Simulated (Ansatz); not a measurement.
The system is Cd.

```
Cd
1.0
     1.60803    0.92840    2.44929
    -1.60803    0.92840    2.44929
     0.00000   -1.85679    2.44929
Cd
1
Direct
  0.00000 0.00000 0.00000
```

This isn't the form of Cd at room conditions, which is hcp.

- Program: Ansatz 0.2.0
- Task: single point
- Functional: PBE
- Potentials or basis: all-electron LAPW, scalar-relativistic
- Cutoff: 207 eV (chosen from the basis error)
- Basis error allowed: 0.001 eV/atom
- k mesh: 10 × 10 × 10
- Occupations: fermi-dirac, width 0.05 eV
- Spin: no spin polarisation

On this cell: pressure 2.1 GPa; band gap on the k mesh none (metal or under the smearing width).

The same run follows on a disturbed copy (cell strained at random at fixed volume):

```
Cd
1.0
     1.57901    0.90449    2.38531
    -1.65999    0.89892    2.44059
    -0.04532   -1.89348    2.44709
Cd
1
Direct
  0.99971 0.99976 0.01173
```

Problem. What changes?

Solution. The energy (extrapolated to zero smearing) moves by +4.5 meV/atom; pressure 2.1 GPa; band gap on the k mesh none (metal or under the smearing width).

Stress tensor (GPa, compression positive):
```
 1.68 -0.26  0.83
-0.26  2.12  0.55
 0.83  0.55  2.40
```
